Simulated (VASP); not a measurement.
# BN (P6_3/mmc) in VASP: notebook, part 2 of 2

VASP 6.6.1. The steps go on from the part before.

### Step 3. Relaxation of cell and atoms, PBE+D3(BJ)

INCAR reads:

```
SYSTEM = BN
  PREC = Accurate
  ENCUT = 520
  EDIFF = 1E-7
  ISMEAR = 0
  SIGMA = 0.02
  LREAL = .False.
  LASPH = .True.
  NELM = 80
  ALGO = Normal
  ISIF = 3
  LWAVE = .False.
  LCHARG = .False.
  GGA = PE
  IVDW = 12
  IBRION = 2
  NSW = 80
  EDIFFG = -0.002
  KPAR = 4
```

KPOINTS reads:

```
regular mesh
0
Gamma
  21 21 8
  0 0 0
```

POSCAR reads:

```
BN                                      
1.0
    2.5068149928      0.0000000000     -0.0000000000
   -1.2534074964      2.1709654616     -0.0000000000
    0.0000000000     -0.0000000000      6.5854223803
  B               N             
     2     2
Direct
     0.3333333300000021    0.6666666699999979    0.2500000000000000
     0.6666666699999979    0.3333333300000021    0.7500000000000000
     0.3333333300000021    0.6666666699999979    0.7500000000000000
     0.6666666699999979    0.3333333300000021    0.2500000000000000
```

Potentials or basis: VASP PAW PBE potentials, release 64 (B, N).

The run is started by

```
> cat potpaw_PBE.64/B/POTCAR potpaw_PBE.64/N/POTCAR > POTCAR
> mpirun -np 4 vasp_std > vasp.out
```

OUTCAR:

```text
SYSTEM = BN
   PREC = Accurate
   ENCUT = 520
   EDIFF = 1E-7
   ISMEAR = 0
   LREAL = .False.
   LASPH = .True.
   NELM = 80
   ISIF = 3
   GGA = PE
   IVDW = 12
   IBRION = 2
   NSW = 80
   EDIFFG = -0.002
 IVDW          = 12

 ion  position               nearest neighbor table
   1  0.333  0.667  0.250-   4 1.45   4 1.45   4 1.45
   2  0.667  0.333  0.750-   3 1.45   3 1.45   3 1.45
   3  0.333  0.667  0.750-   2 1.45   2 1.45   2 1.45
   4  0.667  0.333  0.250-   1 1.45   1 1.45   1 1.45

  LATTYP: Found a hexagonal cell.
 ALAT       =     2.5068149928
 C/A-ratio  =     2.6270077366

  Lattice vectors:

 A1 = (   2.5068149928,   0.0000000000,   0.0000000000)
 A2 = (  -1.2534074964,   2.1709654616,   0.0000000000)
 A3 = (   0.0000000000,   0.0000000000,   6.5854223803)

Analysis of symmetry for initial positions (statically):
=====================================================================
 Subroutine PRICEL returns:
 Original cell was already a primitive cell.

 Routine SETGRP: Setting up the symmetry group for a
 hexagonal supercell.

 Subroutine GETGRP returns: Found 24 space group operations
[... 194 lines left out ...]
     12      13.8434      0.00000
[... 331 lines left out ...]
 k-point    24 :       0.1905    0.0952    0.0000
  band No.  band energies     occupation
      1     -14.2688      2.00000
      2     -14.0013      2.00000
      3      -2.6106      2.00000
      4      -2.5631      2.00000
      5      -2.2502      2.00000
      6      -0.9461      2.00000
      7      -0.8861      2.00000
      8      -0.2402      2.00000
      9       9.5637      0.00000
     10      11.2207      0.00000
     11      11.5837      0.00000
     12      13.6263      0.00000

 [... further k-points ...]

------------------------ aborting loop because EDIFF is reached ----------------------------------------

 Edisp (eV)   -0.56904

 E8    (eV) :    -0.1668

  FORCE on cell =-STRESS in cart. coord.  units (eV):
  Direction    XX          YY          ZZ          XY          YZ          ZX
  --------------------------------------------------------------------------------------
  -------------------------------------------------------------------------------------
  Total       0.00008     0.00008    -0.00192    -0.00000    -0.00000     0.00000
  in kB       0.00356     0.00356    -0.08583    -0.00000    -0.00000     0.00000
  external pressure =       -0.03 kB  Pullay stress =        0.00 kB

 VOLUME and BASIS-vectors are now :
 -----------------------------------------------------------------------------
  energy-cutoff  :      520.00
  volume of cell :       35.84
      direct lattice vectors                 reciprocal lattice vectors
     2.506814993  0.000000000  0.000000000     0.398912565  0.230312278  0.000000000
    -1.253407496  2.170965462  0.000000000     0.000000000  0.460624555  0.000000000
     0.000000000  0.000000000  6.585422380     0.000000000  0.000000000  0.151850548

 POSITION                                       TOTAL-FORCE (eV/Angst)
 -----------------------------------------------------------------------------------
     -0.00000      1.44731      1.64636        -0.000000      0.000000      0.000000
      1.25341      0.72366      4.93907         0.000000     -0.000000      0.000000
     -0.00000      1.44731      4.93907         0.000000     -0.000000      0.000000
      1.25341      0.72366      1.64636         0.000000      0.000000      0.000000
 -----------------------------------------------------------------------------------
    total drift:                               -0.000002      0.000001      0.000000

  FREE ENERGIE OF THE ION-ELECTRON SYSTEM (eV)
  ---------------------------------------------------
  free  energy   TOTEN  =       -35.7176253827 eV

  energy  without entropy=      -35.7176253827  energy(sigma->0) =      -35.71762538

 reached required accuracy - stopping structural energy minimisation
```

OSZICAR:

```text
N       E                     dE             d eps       ncg     rms          rms(c)
DAV:   1     0.631331223698E+02    0.63133E+02   -0.83853E+03  5768   0.123E+03
DAV:   2    -0.342824492263E+02   -0.97416E+02   -0.88586E+02  8384   0.265E+02
DAV:   3    -0.386286206953E+02   -0.43462E+01   -0.43159E+01  7344   0.587E+01
DAV:   4    -0.386728272156E+02   -0.44207E-01   -0.44178E-01  7080   0.648E+00
DAV:   5    -0.386734861422E+02   -0.65893E-03   -0.65874E-03  7320   0.780E-01    0.112E+01
DAV:   6    -0.355049836608E+02    0.31685E+01   -0.80178E+00  6636   0.233E+01    0.507E+00
DAV:   7    -0.352261098209E+02    0.27887E+00   -0.49322E-01  7200   0.616E+00    0.313E+00
DAV:   8    -0.351505513914E+02    0.75558E-01   -0.27999E-01  6984   0.410E+00    0.391E-01
DAV:   9    -0.351476029095E+02    0.29485E-02   -0.11237E-02  6872   0.969E-01    0.182E-01
DAV:  10    -0.351484917330E+02   -0.88882E-03   -0.12399E-03  6940   0.310E-01    0.375E-02
DAV:  11    -0.351485867182E+02   -0.94985E-04   -0.19840E-04  7296   0.126E-01    0.274E-02
DAV:  12    -0.351485829205E+02    0.37976E-05   -0.45419E-05  6976   0.601E-02    0.433E-03
DAV:  13    -0.351485832105E+02   -0.28999E-06   -0.16877E-06  7364   0.120E-02    0.966E-04
DAV:  14    -0.351485833020E+02   -0.91457E-07   -0.16282E-07  6464   0.340E-03
   1 F= -.35717625E+02 E0= -.35717625E+02  d E =-.357176E+02
```

It took 13 s on 4 MPI ranks of Intel Xeon 6975P-C (Granite Rapids), shared host; peak memory 0.22 GiB.

Results:

```
Free energy                : -35.7176 eV
Pressure after relaxing    : 0.0 GPa
Band gap on the k mesh     : 4.24 eV, indirect (least direct gap 4.63 eV)
Dispersion energy per atom : -0.142 eV
```

Final structure:
```xyz
4
Lattice="2.5068 0.0000 0.0000 -1.2534 2.1710 0.0000 0.0000 0.0000 6.5854" Properties=species:S:1:pos:R:3 pbc="T T T"
B     0.0000    1.4473    1.6464
B     1.2534    0.7237    4.9391
N     0.0000    1.4473    4.9391
N     1.2534    0.7237    1.6464
```

Caveat: the relaxation stopped at its first step, so nothing moved; an odd mesh through Γ misses points on the zone boundary, where band edges often lie. Expect the measured gap to be larger: semilocal functionals such as PBE lack the derivative discontinuity.

### Step 4. Vibrations by finite differences, PBE+D3(BJ)

INCAR reads:

```
PREC     = Accurate       # precision mode
ENCUT    = 520            # plane-wave cutoff, eV
EDIFF    = 1E-8           # SCF threshold, eV
ISMEAR   = 0              # smearing method
SIGMA    = 0.02           # smearing width, eV
LREAL    = F              # projectors in reciprocal space
LASPH    = T              # aspherical terms in the spheres
NELM     = 80             # most SCF steps
ALGO     = Normal         # electronic algorithm
ISIF     = 2              # what is computed and relaxed
LWAVE    = F              # write WAVECAR
LCHARG   = F              # write CHGCAR
GGA      = PE             # functional
IVDW     = 12             # dispersion correction
NBANDS   = 16             # bands
IBRION   = 6              # ionic algorithm
NFREE    = 2            
POTIM    = 0.015          # step
NSW      = 1              # ionic steps
KPAR     = 4
```

KPOINTS reads:

```
Automatic mesh
0
Gamma
  21 21 8
```

POSCAR: that of step 3 with these lines changed.

```diff
@@ -2,5 +2,5 @@
 1.0
-    2.5068149928      0.0000000000     -0.0000000000
-   -1.2534074964      2.1709654616     -0.0000000000
-    0.0000000000     -0.0000000000      6.5854223803
+    2.5068149928      0.0000000000      0.0000000000
+   -1.2534074964      2.1709654616      0.0000000000
+    0.0000000000      0.0000000000      6.5854223803
   B               N
```

Potentials or basis: VASP PAW PBE potentials, release 64 (B, N).

The run is started by

```
> cat potpaw_PBE.64/B/POTCAR potpaw_PBE.64/N/POTCAR > POTCAR
> mpirun -np 4 vasp_std > vasp.out
```

OUTCAR:

```text
PREC = Accurate
   ENCUT = 520
   EDIFF = 1E-8
   ISMEAR = 0
   LREAL = F
   LASPH = T
   NELM = 80
   ISIF = 2
   GGA = PE
   IVDW = 12
   IBRION = 6
   NFREE = 2
   POTIM = 0.015
   NSW = 1
 IVDW          = 12

 ion  position               nearest neighbor table
   1  0.333  0.667  0.250-   4 1.45   4 1.45   4 1.45
   2  0.667  0.333  0.750-   3 1.45   3 1.45   3 1.45
   3  0.333  0.667  0.750-   2 1.45   2 1.45   2 1.45
[... 1054 lines left out ...]

 INTERNAL STRAIN TENSOR FOR ION    4 for displacements in x,y,z  (eV/Angst):
          X           Y           Z          XY          YZ          ZX
  --------------------------------------------------------------------------------
  x     0.00000     0.00000     0.00000    12.48497     0.00000     0.00000
  y    12.48497   -12.48497    -0.00000     0.00000     0.00000     0.00000
  z    -0.00000     0.00000     0.00000     0.00000     0.00000     0.00000

 Eigenvectors and eigenvalues of the dynamical matrix
 ----------------------------------------------------

   1 f  =   40.507530 THz   254.516315 2PiTHz 1351.185745 cm-1   167.525606 meV
             X         Y         Z           dx          dy          dz
     -0.000000  1.447310  1.646356    -0.530877    0.000000    0.000000
      1.253408  0.723655  4.939067     0.530877   -0.000000    0.000000
     -0.000000  1.447310  4.939067    -0.467086    0.000000   -0.000000
      1.253408  0.723655  1.646356     0.467086   -0.000000    0.000000
[... 71 lines left out ...]
  12 f/i=    0.002701 THz     0.016969 2PiTHz    0.090086 cm-1     0.011169 meV
             X         Y         Z           dx          dy          dz
     -0.000000  1.447310  1.646356     0.000000   -0.000000   -0.466688
      1.253408  0.723655  4.939067     0.000000   -0.000000   -0.466688
     -0.000000  1.447310  4.939067     0.000000   -0.000000   -0.531227
      1.253408  0.723655  1.646356     0.000000   -0.000000   -0.531227

 ELASTIC MODULI CONTR FROM IONIC RELAXATION (kBar)
 Direction    XX          YY          ZZ          XY          YZ          ZX
 --------------------------------------------------------------------------------
 XX        -347.2532    347.2532      0.0000     -0.0000      0.0000      0.0000
 YY         347.2532   -347.2532     -0.0000      0.0000      0.0000      0.0000
 ZZ           0.0000     -0.0000     -0.0000      0.0000      0.0000      0.0000
 XY          -0.0000      0.0000      0.0000   -347.2532      0.0000      0.0000
 YZ           0.0000      0.0000      0.0000      0.0000      0.0000      0.0000
 ZX           0.0000      0.0000      0.0000      0.0000      0.0000      0.0000
 --------------------------------------------------------------------------------
```

stdout:

```text
POSCAR found type information on POSCAR B N
 POSCAR found :  2 types and       4 ions
 scaLAPACK will be used
 LDA part: xc-table for (Slater+PW92), standard interpolation
 POSCAR, INCAR and KPOINTS ok, starting setup
 FFT: planning ... GRIDC
 FFT: planning ... GRID_SOFT
 FFT: planning ... GRID
 WAVECAR not read
 entering main loop
 Found     4 degrees of freedom:
 Finite differences POTIM= 0.01500 DOF=   4
 bond charge predicted
 Finite differences progress:
 bond charge predicted
 Finite differences progress:
 bond charge predicted
 Finite differences progress:
 bond charge predicted
 Finite differences progress:
 bond charge predicted
 Finite differences progress:
 bond charge predicted
 Finite differences progress:
 bond charge predicted
 Finite differences progress:
 bond charge predicted
 Finite differences progress:
```

Run time: 3.9 min. Hardware: 4 MPI ranks of Intel Xeon 6975P-C (Granite Rapids), shared host; peak memory 0.9 GiB.

Results:

```
Highest phonon frequency at Γ, LO-TO splitting left out : 1351 cm⁻¹
Dispersion energy per atom                              : -0.142 eV
```

Phonon frequencies in cm⁻¹ (negative: imaginary):
```tsv
q point	frequencies
(0.000, 0.000, 0.000)	0 0 0 47 47 122 743 796 1351 1351 1351 1351
```
